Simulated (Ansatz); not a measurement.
## What uniaxial strain ε_yy = +5.93 % does to InN

The reference is InN in the wurtzite structure (space group P6_3mc, No. 186; a = 3.5373 Å, c = 5.7140 Å). Axes: x lies along a and z along c of the hexagonal cell.

Now apply this change: uniaxial strain ε_yy = +5.93 %, all other strain components held at zero, atoms relaxed at fixed cell.

The values are results of PBEsol (Ansatz, a first-principles code), scalar-relativistic without spin-orbit coupling, earlier PAW set, not measurements. k-mesh 11×11×6 (Γ-centred); smearing 0.05 eV (Fermi–Dirac).

The volume per atom rises by 0.92 Å³ to 16.40 Å³ and the shortest interatomic distance goes up by 0.076 bohr (4.075 bohr → 4.151 bohr). The energy goes up by 35 meV/atom and the pressure (mean of the normal stresses, compression positive) goes from zero to -7.0 GPa. The band gap remains zero and the stress (xx, yy, zz, yz, xz, xy; compression positive) amounts to (-4.9, -11.7, -4.4, 0.0, 0.0, 0.0) GPa (rough).

Without a gap, meshes like the base's 11×11×6 leave anisotropic stresses uncertain by several tenths of a GPa, and small strain energies with them. Whether these cells are dynamically stable was not tested. The final runs are not spin-polarised. Gaps under 0.05 eV, about the width of the smearing, are given as zero. The zero or small gap of InN can change with the level of theory.
